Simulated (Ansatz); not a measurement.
A one-shot G0W0 calculation of GaP built on the zincblende prototype with Ansatz, at the level G0W0@PBE with 162 empty bands, a screening cutoff of 150 eV and a 4×4×4 mesh. The cell was relaxed with r2SCAN and then strained, so it isn't that functional's minimum.

The input:
```yaml
crystal:
  lattice:
    - [0.0, 2.6436373088, 2.7943627968]
    - [2.6436373088, 0.0, 2.7943627968]
    - [2.6436373088, 2.6436373088, 0.0]
  atoms:
    - { symbol: Ga, position: [0.0, 0.0, 0.0] }
    - { symbol: P, position: [0.25, 0.25, 0.25] }
kpoints:
  mp_grid: { grid: [4, 4, 4] }
hamiltonian:
  xc: pbe
scf:
  occupations: { method: fixed }
gw:
  n_empty_bands: 162
  ecut_chi: 150
  qp_bands: [v2, c2]
  qp_kpoints: band_edges
  screening: { model: contour_deformation }
```

It took 6 s on 1 × NVIDIA H100 80GB HBM3 with 2 threads of AMD EPYC 7R13 Processor (Zen 3), with other jobs on the host, load about 2.0 per core; peak host memory 1.2 GiB.

Abridged output:
```
Functional definition: PBE
Crystal: 2 atoms, lattice volume = 39.059 Å³
Basis set: ecut = 420 eV, 773 PW (Γ)
Bands: 13, of which v1, the nominal top of the filled ones, is band 9 counted from 1 (8 counted from 0)
Symmetry: 8 space group operations
Space group: I-4m2 (ITA 119)
k-points: 13 of 64 (time reversal used)
Free energy (F): -4539.347383 eV
Fermi energy:    7.710183 eV
--- Per-component energies (eV) ---
  E_band       = -51.084073
  E_kinetic    = 187.917214
  E_local      = -2176.240432
  E_nonlocal   = 459.093812
  E_hartree    = 1008.542040
  E_xc         = -131.381738
  E_vxc        = -119.834472
  E_paw        = -2558.477514
  E_vpaw       = -419.099181
  E_ewald      = -1328.800651
--- Band table (eV; the first three rows and the last of 13) ---
  k-point 0: bands = […, -6.9461, -6.9405, -5.1766, 7.3569, 7.7102, 7.7102, 9.6839, 11.4173, 11.4173, 11.5379]
  k-point 1: bands = […, -6.9471, -6.9361, -4.3616, 3.6253, 6.7055, 7.0845, 9.8122, 12.2552, 12.4085, 14.1273]
  k-point 2: bands = […, -6.9426, -6.9258, -2.9833, 0.7357, 6.1722, 6.6671, 9.2799, 12.1435, 12.4949, 15.9514]
  k-point 12: bands = […, -6.9733, -6.9264, -2.2110, 0.3946, 5.0467, 5.0467, 9.4277, 9.7231, 18.4375, 18.4375]
--- G₀W₀: contour deformation, 7 samples at zero and on the imaginary axis and 2 off it, 64 q-points, 162 empty bands' worth ---
    ik  band        ε_KS         Σx   Σc(E_QP)       V_xc       Z   E_QP_lin       E_QP  E_QP is
     0     8      7.7102   -17.6029     1.4142   -15.5988  0.7679     7.1167     7.1203  root
     0     9      7.7102   -17.6029     1.4142   -15.5988  0.7679     7.1167     7.1203  root
     0    10      9.6839   -10.4129    -4.6228   -15.3004  0.7776     9.9495     9.9487  root
     0    11     11.4173    -7.4908    -4.5396   -12.1716  0.7754    11.5588    11.5585  root
     1     8      6.7055   -17.1115     1.6226   -14.8624  0.7656     6.0742     6.0790  root
     1     9      7.0845   -17.0806     1.5441   -14.9258  0.7657     6.4694     6.4738  root
     1    10      9.8122    -8.9856    -4.3974   -13.5594  0.7812     9.9890     9.9886  root
     1    11     12.2552    -7.4787    -4.7515   -12.3717  0.7669    12.3969    12.3967  root
     2     8      6.1722   -16.9842     1.8274   -14.5020  0.7615     5.5117     5.5175  root
     2     9      6.6671   -16.9833     1.7192   -14.6288  0.7626     6.0267     6.0318  root
     2    10      9.2799    -9.1844    -4.2312   -13.5633  0.7842     9.4279     9.4276  root
     2    11     12.1435    -7.1359    -4.6679   -11.9146  0.7707    12.2544    12.2542  root
     3     8      5.6542   -16.5569     1.9266   -13.9680  0.7576     4.9851     4.9919  root
     3     9      5.7950   -16.5019     1.8971   -13.9440  0.7581     5.1277     5.1344  root
     3    10      9.5739    -7.5370    -4.1200   -11.7021  0.7873     9.6190     9.6190  root
     3    11     11.3681    -7.8010    -4.6137   -12.4962  0.7716    11.4496    11.4495  root
     6     8      4.6334   -16.3129     2.3864   -13.2319  0.7416     3.9317     3.9388  root
     6     9      4.6695   -16.3057     2.3025   -13.3018  0.7470     3.9595     3.9681  root
     6    10      9.0185    -6.9299    -3.9088   -10.7298  0.7944     8.9096     8.9095  root
     6    11      9.1866    -7.8995    -4.0362   -11.9749  0.7876     9.2259     9.2259  root
     7     8      6.0272   -16.4988     1.8592   -13.9870  0.7584     5.3681     5.3746  root
     7     9      6.0272   -16.4988     1.8592   -13.9870  0.7584     5.3681     5.3746  root
     7    10     10.0180    -7.4408    -4.1922   -11.6744  0.7874    10.0594    10.0593  root
     7    11     11.3822    -7.6391    -4.6188   -12.3352  0.7742    11.4596    11.4595  root
    11     8      3.8371   -16.0615     2.5801   -12.7682  0.7391     3.1130     3.1240  root
    11     9      3.9977   -15.2710     2.3005   -12.2789  0.7431     3.2959     3.3061  root
    11    10     11.9534    -7.4556    -4.4243   -11.8413  0.7707    11.9147    11.9147  root
    11    11     12.1700    -8.7661    -5.0967   -14.1418  0.7499    12.4495    12.4491  root
    12     8      5.0467   -16.3061     2.2718   -13.3461  0.7460     4.3486     4.3585  root
    12     9      5.0467   -16.3061     2.2718   -13.3461  0.7460     4.3486     4.3585  root
    12    10      9.4277    -7.0449    -3.9744   -10.9156  0.7944     9.3241     9.3239  root
    12    11      9.7231    -7.7811    -4.1549   -11.9893  0.7876     9.7765     9.7764  root
```

The rows of the band table are 0: (0, 0, 0) = Γ, 1: (0, 0, 1/4), 2: (0, 0, -1/2) = L, 12: (-1/2, -1/2, 0) = X.

The points are ik 0 = (0, 0, 0) (Γ), ik 1 = (0, 0, 1/4), ik 2 = (0, 0, -1/2) (L), ik 3 = (0, 1/4, 1/4), ik 6 = (0, -1/2, -1/2) (X), ik 7 = (1/4, 1/4, 0), ik 11 = (1/4, -1/4, -1/2) (W), ik 12 = (-1/2, -1/2, 0) (X); band 9 is the last filled one.

Over the mesh points the PBE gap of 1.31 eV becomes a quasiparticle gap of 1.79 eV (Γ to X), a change of +0.48 eV. Renormalisation factors Z lie between 0.74 and 0.79. G0W0 here is at a finite number of bands, screening cutoff and k mesh, not at the basis limit.

The values are computed, spin-unpolarised, and not measurements.

With a shallow d shell on the cation, G0W0 converges slowly in bands and cutoff, so these values are in doubt.
